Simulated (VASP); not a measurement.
# CdGeAs2 (I-42d) in VASP: further runs

Runs on CdGeAs2. Level: PBE. Tasks: single point.

Program: VASP 6.6.1. These are calculated values, not measurements. Logs are shortened: lines on timing, memory, paths and dates and some standing lists are left out, and cuts for length are marked.

**Experimental background.**

From a printed reference work, data compilation, original work of 1975, for a bulk crystal of CdGeAs2 at 300 K: band gap 0.57 eV (direct).

How close the calculation comes is told below.

## (1) The crystal as given

The structure is tetragonal, space group I-42d (No. 122). The conventional cell has a = 5.980 Å, b = 5.980 Å, c = 11.304 Å, α = 90.00°, β = 90.00°, γ = 90.00°. Cd (site symmetry -4) has 4 As at 2.65 Å as nearest neighbours. Around Ge (site symmetry -4) lie 4 As at 2.45 Å. As (site symmetry 2) is surrounded by 2 Ge at 2.45 Å and 2 Cd at 2.65 Å.

The cell is a database's computed one.

## (2) Single point, PBE

Contents of INCAR:

```
SYSTEM = CdGeAs2
ALGO = Fast ; EDIFF = 1E-7
ENCUT = 520 ; GGA = PE
ISIF = 2 ; ISMEAR = -1
LASPH = .TRUE. ; LCHARG = .FALSE.
LREAL = .FALSE. ; LWAVE = .FALSE.
NBANDS = 46 ; NELM = 100
PREC = Accurate ; SIGMA = 0.02
```

Contents of KPOINTS:

```
k-points
0
G
  6 6 6
  0 0 0
```

Contents of POSCAR:

```
CdGeAs2
1.0
   -2.9901045680      2.9901045680      5.6519089573
    2.9901045680     -2.9901045680      5.6519089573
    2.9901045680      2.9901045680     -5.6519089573
Cd Ge As
2 2 4
Direct
    0.2500000000      0.7500000000      0.5000000000
    0.5000000000      0.5000000000      0.0000000000
    0.0000000000      0.0000000000      0.0000000000
    0.7500000000      0.2500000000      0.5000000000
    0.8750000000      0.3463376711      0.9713376711
    0.6536623289      0.6250000000      0.5286623289
    0.3750000000      0.9036623289      0.0286623289
    0.0963376711      0.1250000000      0.4713376711
```

Potentials or basis: VASP PAW PBE potentials, release 64 (Cd, Ge_d, As).

Started as:

```sh
> cat potpaw_PBE.64/Cd/POTCAR potpaw_PBE.64/Ge_d/POTCAR potpaw_PBE.64/As/POTCAR > POTCAR
> mpirun -np 1 vasp_std > vasp.out
```

OUTCAR:

```text
SYSTEM = CdGeAs2
   EDIFF = 1E-7
   ENCUT = 520
   GGA = PE
   ISIF = 2
   ISMEAR = -1
   LASPH = .TRUE.
   LREAL = .FALSE.
   NELM = 100
   PREC = Accurate

 ion  position               nearest neighbor table
   1  0.250  0.750  0.500-   6 2.65   5 2.65   8 2.65   7 2.65
   2  0.500  0.500  0.000-   7 2.65   8 2.65   6 2.65   5 2.65
   3  0.000  0.000  0.000-   6 2.45   7 2.45   5 2.45   8 2.45
   4  0.750  0.250  0.500-   6 2.45   7 2.45   5 2.45   8 2.45
   5  0.875  0.346  0.971-   3 2.45   4 2.45   1 2.65   2 2.65
   6  0.654  0.625  0.529-   3 2.45   4 2.45   1 2.65   2 2.65
   7  0.375  0.904  0.029-   3 2.45   4 2.45   2 2.65   1 2.65
   8  0.096  0.125  0.471-   3 2.45   4 2.45   2 2.65   1 2.65

  LATTYP: Found a body centered tetragonal cell.
 ALAT       =     5.9802091360
 C/A-ratio  =     1.8902044490

  Lattice vectors:

 A1 = (  -2.9901045680,   2.9901045680,   5.6519089573)
 A2 = (   2.9901045680,  -2.9901045680,   5.6519089573)
 A3 = (   2.9901045680,   2.9901045680,  -5.6519089573)

Analysis of symmetry for initial positions (statically):
=====================================================================
 Subroutine PRICEL returns:
 Original cell was already a primitive cell.

 Routine SETGRP: Setting up the symmetry group for a
 body centered tetragonal supercell.

 Subroutine GETGRP returns: Found  8 space group operations
 (whereof  4 operations were pure point group operations)
 out of a pool of 16 trial point group operations.

The static configuration has the point symmetry S_4 .
 The point group associated with its full space group is D_2d.

Analysis of symmetry for dynamics (positions and initial velocities):
=====================================================================
 Subroutine PRICEL returns:
 Original cell was already a primitive cell.

 Routine SETGRP: Setting up the symmetry group for a
 body centered tetragonal supercell.

 Subroutine GETGRP returns: Found  8 space group operations
 (whereof  4 operations were pure point group operations)
 out of a pool of 16 trial point group operations.

The dynamic configuration has the point symmetry S_4 .
 The point group associated with its full space group is D_2d.

 Subroutine INISYM returns: Found  8 space group operations
 (whereof  4 operations are pure point group operations),
 and found     1 'primitive' translations

----------------------------------------------------------------------------------------

                                     Primitive cell

  volume of cell :     202.1287

  direct lattice vectors                    reciprocal lattice vectors
    -2.990104568  2.990104568  5.651908957     0.000000000  0.167218232  0.088465685
     2.990104568 -2.990104568  5.651908957     0.167218232  0.000000000  0.088465685
     2.990104568  2.990104568 -5.651908957     0.167218232  0.167218232  0.000000000

  length of vectors
     7.058719821  7.058719821  7.058719821     0.189177469  0.189177469  0.236482292

  position of ions in fractional coordinates (direct lattice)
     0.250000000  0.750000000  0.500000000
     0.500000000  0.500000000  0.000000000
     0.000000000  0.000000000  0.000000000
     0.750000000  0.250000000  0.500000000
     0.875000000  0.346337671  0.971337671
     0.653662329  0.625000000  0.528662329
     0.375000000  0.903662329  0.028662329
     0.096337671  0.125000000  0.471337671

  ion indices of the primitive-cell ions
   primitive index   ion index
                 1           1
                 2           2
                 3           3
                 4           4
                 5           5
                 6           6
                 7           7
                 8           8

----------------------------------------------------------------------------------------

 KPOINTS: k-points

Automatic generation of k-mesh.
 Grid dimensions read from file:
 generate k-points for:    6    6    6

 Generating k-lattice:

  Cartesian coordinates                     Fractional coordinates (reciprocal lattice)
     0.000000000  0.027869705  0.014744281     0.166666667  0.000000000  0.000000000
     0.027869705  0.000000000  0.014744281     0.000000000  0.166666667  0.000000000
     0.027869705  0.027869705  0.000000000     0.000000000  0.000000000  0.166666667

  Length of vectors
     0.031529578  0.031529578  0.039413715

  Shift w.r.t. Gamma in fractional coordinates (k-lattice)
     0.000000000  0.000000000  0.000000000

 Subroutine IBZKPT returns following result:
 ===========================================

 Found     30 irreducible k-points:

 Following reciprocal coordinates:
            Coordinates               Weight
  0.000000  0.000000  0.000000      1.000000
  0.166667  0.000000 -0.000000      8.000000
  0.333333  0.000000 -0.000000      8.000000
  0.500000  0.000000 -0.000000      4.000000
  0.166667  0.166667 -0.000000      8.000000
  0.333333  0.166667 -0.000000     16.000000
[... 16 lines left out ...]
 -0.333333 -0.333333  0.166667      8.000000
 -0.166667 -0.333333  0.166667      8.000000
 [... further k-points ...]
   k-points           NKPTS =     30   k-points in BZ     NKDIM =     30   number of bands    NBANDS=     46
   number of dos      NEDOS =    301   number of ions     NIONS =      8
   total plane-waves  NPLWV = 157464
   dimension x,y,z NGX =    54 NGY =   54 NGZ =   54
   dimension x,y,z NGXF=   108 NGYF=  108 NGZF=  108
   ions per type =               2   2   4
   NGX,Y,Z   is equivalent  to a cutoff of  12.72, 12.72, 12.72 a.u.
   NGXF,Y,Z  is equivalent  to a cutoff of  25.44, 25.44, 25.44 a.u.
 SYSTEM =  CdGeAs2
   PREC   = accura    normal or accurate (medium, high low for compatibility)
   ISTART =      0    job   : 0-new  1-cont  2-samecut
   ICHARG =      2    charge: 1-file 2-atom 10-const
   ISPIN  =      1    spin polarized calculation?
   LNONCOLLINEAR =      F non collinear calculations
   LSORBIT =      F    spin-orbit coupling
   LASPH  =      T    aspherical Exc in radial PAW
   ENCUT  =  520.0 eV  38.22 Ry    6.18 a.u.  13.12 13.12 13.12*2*pi/ulx,y,z
   NELM   =    100;   NELMIN=  2; NELMDL= -5     # of ELM steps
   EDIFF  = 0.1E-06   stopping-criterion for ELM
   LREAL  =      F    real-space projection
   EDIFFG = 0.1E-05   stopping-criterion for IOM
   NSW    =      0    number of steps for IOM
   IBRION =     -1    ionic relax: 0-MD 1-quasi-New 2-CG
   NFREE  =      0    steps in history (QN), initial steepest desc. (CG)
   ISIF   =      2    stress and relaxation
   ISYM   =      2    0-nonsym 1-usesym 2-fastsym
   POTIM  = 0.5000    time-step for ionic-motion
   TEBEG  =    0.0;   TEEND  =   0.0 temperature during run
   PSTRESS=    0.0 pullay stress
   NELECT =      72.0000    total number of electrons
   NUPDOWN=      -1.0000    fix difference up-down
   EMIN   =  10.00;   EMAX   =-10.00  energy-range for DOS
   EFERMI =   0.00;   METHOD = LEGACY
   ISMEAR =    -1;   SIGMA  =   0.02  broadening in eV -4-tet -1-fermi 0-gaus
   EFERMI_NEDOS =   21; number of points for ismear=-14 and -15
   IALGO  =     68    algorithm
   IMIX   =      4    mixing-type and parameters
     AMIX     =   0.40;   BMIX     =  1.00
     AMIX_MAG =   1.60;   BMIX_MAG =  1.00
  volume/ion in A,a.u.               =      25.27       170.50
  Fermi-wavevector in a.u.,A,eV,Ry     =   1.160494  2.193016 18.323607  1.346747
  Thomas-Fermi vector in A             =   2.297076
   LORBIT       =      0    0 simple, 1 ext, 2 COOP (PROOUT), +10 PAW based schemes
   GGA     = PE    functional components
   LHFCALC =     F    Hartree Fock is set to
   AEXX    =    0.0000 exact exchange contribution
   IVDW    =     0    specifies the selected vdW correction
   LEPSILON=     F    determine dielectric tensor
   LRPA    =     F    only Hartree local field effects (RPA)
 non-spin polarized calculation
 RMM-DIIS sequential band-by-band and
  energy-cutoff  :      520.00
  volume of cell :      202.13
 maximum number of plane-waves:      5470
 NGX is ok and might be reduce to    54
   NGX = 27   NGY = 27   NGZ = 27

 number of electron      72.0000011 magnetization

 Free energy of the ion-electron system (eV)
  ---------------------------------------------------
  ext. energy  EPLUGINS =         0.00000000
  ---------------------------------------------------
  free energy    TOTEN  =       -29.89770300 eV

  energy without entropy =      -29.89765195  energy(sigma->0) =      -29.89767748

 E-fermi :   2.9801     XC(G=0):  -9.3197

 val. band max:        2.8625821308   @ k =   0.1667   0.0000  -0.0000
 cond. band min:       3.0546384666   @ k =   0.0000   0.0000   0.0000
 fundamental gap:      0.1920563358
 Fermi energy:         2.9801380467

 k-point     1 :       0.0000    0.0000    0.0000
  band No.  band energies     occupation
      1     -21.9112      2.00000
      2     -21.9112      2.00000
      3     -21.9111      2.00000
      4     -21.9071      2.00000
      5     -21.9043      2.00000
      6     -21.9043      2.00000
[... 38 lines left out ...]
     45       7.8584      0.00000
     46       7.8584      0.00000

 k-point     2 :       0.1667    0.0000   -0.0000
  band No.  band energies     occupation
      1     -21.9114      2.00000
      2     -21.9110      2.00000
      3     -21.9109      2.00000
      4     -21.9072      2.00000
      5     -21.9047      2.00000
      6     -21.9042      2.00000
[... 38 lines left out ...]
     45       7.7166      0.00000
     46       8.0372      0.00000

 k-point     3 :       0.3333    0.0000   -0.0000
  band No.  band energies     occupation
      1     -21.9116      2.00000
      2     -21.9110      2.00000
      3     -21.9102      2.00000
      4     -21.9071      2.00000
      5     -21.9057      2.00000
      6     -21.9041      2.00000
[... 1018 lines left out ...]
     45       7.7496      0.00000
     46       8.1704      0.00000

 k-point    24 :      -0.1667   -0.3333    0.1667
  band No.  band energies     occupation
      1     -21.9116      2.00000
      2     -21.9114      2.00000
      3     -21.9105      2.00000
      4     -21.9077      2.00000
      5     -21.9044      2.00000
      6     -21.9040      2.00000
[... 38 lines left out ...]
     45       7.3610      0.00000
     46       7.8700      0.00000

 [... further k-points ...]

------------------------ aborting loop because EDIFF is reached ----------------------------------------

  FORCE on cell =-STRESS in cart. coord.  units (eV):
  Direction    XX          YY          ZZ          XY          YZ          ZX
  --------------------------------------------------------------------------------------
  -------------------------------------------------------------------------------------
  Total        3.1294006      3.1294006      3.0788361      0.0000000     -0.0000000      0.0000000
  in kB       24.8052630     24.8052630     24.4044625      0.0000000     -0.0000000      0.0000000
  external PRESSURE =      24.6716628 kB  Pullay stress =       0.0000000 kB

 VOLUME and BASIS-vectors are now :
 -----------------------------------------------------------------------------
  energy-cutoff  :      520.00
  volume of cell :      202.13
      direct lattice vectors                 reciprocal lattice vectors
    -2.990104568  2.990104568  5.651908957     0.000000000  0.167218232  0.088465685
     2.990104568 -2.990104568  5.651908957     0.167218232  0.000000000  0.088465685
     2.990104568  2.990104568 -5.651908957     0.167218232  0.167218232  0.000000000

 POSITION                                       TOTAL-FORCE (eV/Angst)
 -----------------------------------------------------------------------------------
      2.99010     -0.00000      2.82595        -0.000000      0.000000     -0.000000
      0.00000      0.00000      5.65191         0.000000      0.000000      0.000000
      0.00000      0.00000      0.00000        -0.000000      0.000000     -0.000000
     -0.00000      2.99010      2.82595        -0.000000      0.000000     -0.000000
      1.32365      4.48516      1.41298         0.125374     -0.000000      0.000000
      1.49505      1.66646      4.23893         0.000000     -0.125374     -0.000000
      1.66646     -1.49505      7.06489        -0.125374      0.000000     -0.000000
      1.49505      1.32365     -1.41298        -0.000000      0.125374      0.000000
 -----------------------------------------------------------------------------------
    total drift:                               -0.000002     -0.000002     -0.000001

  FREE ENERGIE OF THE ION-ELECTRON SYSTEM (eV)
  ---------------------------------------------------
  free  energy   TOTEN  =       -29.8977030033 eV

  energy  without entropy=      -29.8976519549  energy(sigma->0) =      -29.89767748
```

It took 9.1 min on 1 thread of Intel Xeon Platinum 8259CL at 2.50GHz (Skylake/Cascade Lake), shared host; peak memory 0.56 GiB.

What came out:

```yaml
Free_energy: -29.8977 eV
Pressure: 2.5 GPa
Largest_force: 0.125 eV/Å
Band_gap_on_the_k_mesh: 0.19 eV, indirect (least direct gap 0.22 eV)
```

Forces in eV/Å, atoms in the order of the input:
```
Cd   0.000  0.000  0.000
Cd   0.000  0.000  0.000
Ge   0.000  0.000  0.000
Ge   0.000  0.000  0.000
As   0.125  0.000  0.000
As   0.000 -0.125  0.000
As  -0.125  0.000  0.000
As   0.000  0.125  0.000
```

## (3) Single point, PBE

This run uses another cell than the first one, of 26.26 Å³/atom, 1.039 times its volume.

Contents of INCAR:

```
SYSTEM = CdGeAs2
ALGO = Fast
EDIFF = 1E-7
ENCUT = 520
GGA = PE
ISIF = 2
ISMEAR = -1
LASPH = .TRUE.
LCHARG = .TRUE.
LELF = .TRUE.
LREAL = .FALSE.
LVHAR = .TRUE.
LWAVE = .FALSE.
NBANDS = 46
NELM = 100
PREC = Accurate
SIGMA = 0.02
```

KPOINTS is that of step 2.

Contents of POSCAR:

```
CdGeAs2
1.0
   -3.0245051033      3.0245051033      5.7413963088
    3.0245051033     -3.0245051033      5.7413963088
    3.0245051033      3.0245051033     -5.7413963088
Cd Ge As
2 2 4
Direct
    0.2500000000      0.7500000000      0.5000000000
    0.5000000000      0.5000000000      0.0000000000
    0.0000000000      0.0000000000      0.0000000000
    0.7500000000      0.2500000000      0.5000000000
    0.8750000000      0.3482582056      0.9732582056
    0.6517417944      0.6250000000      0.5267417944
    0.3750000000      0.9017417944      0.0267417944
    0.0982582056      0.1250000000      0.4732582056
```

Potentials or basis: VASP PAW PBE potentials, release 64 (Cd, Ge_d, As).

Started as:

```sh
> cat potpaw_PBE.64/Cd/POTCAR potpaw_PBE.64/Ge_d/POTCAR potpaw_PBE.64/As/POTCAR > POTCAR
> mpirun -np 1 vasp_std > vasp.out
```

Wall time 14 min (1 thread of Intel Xeon Platinum 8259CL at 2.50GHz (Skylake/Cascade Lake), shared host); peak memory 0.55 GiB.

It converged, with:

```yaml
Free_energy: -29.9647 eV
Pressure: 0.2 GPa
Largest_force: 0.008 eV/Å
Band_gap_on_the_k_mesh: 0.18 eV, indirect (least direct gap 0.21 eV)
```

Forces on the atoms (eV/Å):
```
Cd   0.000  0.000  0.000
Cd   0.000  0.000  0.000
Ge   0.000  0.000  0.000
Ge   0.000  0.000  0.000
As  -0.008  0.000  0.000
As   0.000  0.008  0.000
As   0.008  0.000  0.000
As   0.000 -0.008  0.000
```

Levels at points of the mesh, in eV from the valence-band top:
| k point | band 34 | band 35 | band 36 | band 37 | band 38 | band 39 |
| --- | --- | --- | --- | --- | --- | --- |
| (0.00, 0.00, 0.00) | -0.32 | -0.03 | -0.03 | 0.18 | 1.50 | 1.82 |
| (0.50, 0.00, 0.00) | -1.34 | -1.10 | -0.52 | 1.76 | 2.05 | 2.70 |
| (0.50, 0.50, 0.00) | -0.93 | -0.45 | -0.45 | 0.68 | 0.68 | 2.47 |
| (0.50, 0.50, 0.50) | -1.66 | -0.84 | -0.84 | 1.47 | 1.47 | 1.76 |

## (4) Comparison with measurements

Step 2. A measured gap of CdGeAs2 is 0.57 eV (direct; 300 K; a printed reference work, data compilation, original work of 1975); the calculated 0.19 eV misses it by -0.38 eV. Spin-orbit coupling on As, Cd, Ge is left out. The value is that of PBE on a finite k mesh, which can miss the band edges, without temperature or zero-point motion. Semilocal functionals fall short of measured gaps as a rule. The cell is a database's relaxed one, not the measured one, which moves gaps too.

Step 3. A measured gap of CdGeAs2 is 0.57 eV (direct; 300 K; a printed reference work, data compilation, original work of 1975); the calculated 0.18 eV misses it by -0.39 eV. Spin-orbit coupling on As, Cd, Ge is left out. The value is that of PBE on a finite k mesh, which can miss the band edges, without temperature or zero-point motion. Semilocal functionals fall short of measured gaps as a rule. The cell is a database's relaxed one, not the measured one, which moves gaps too.
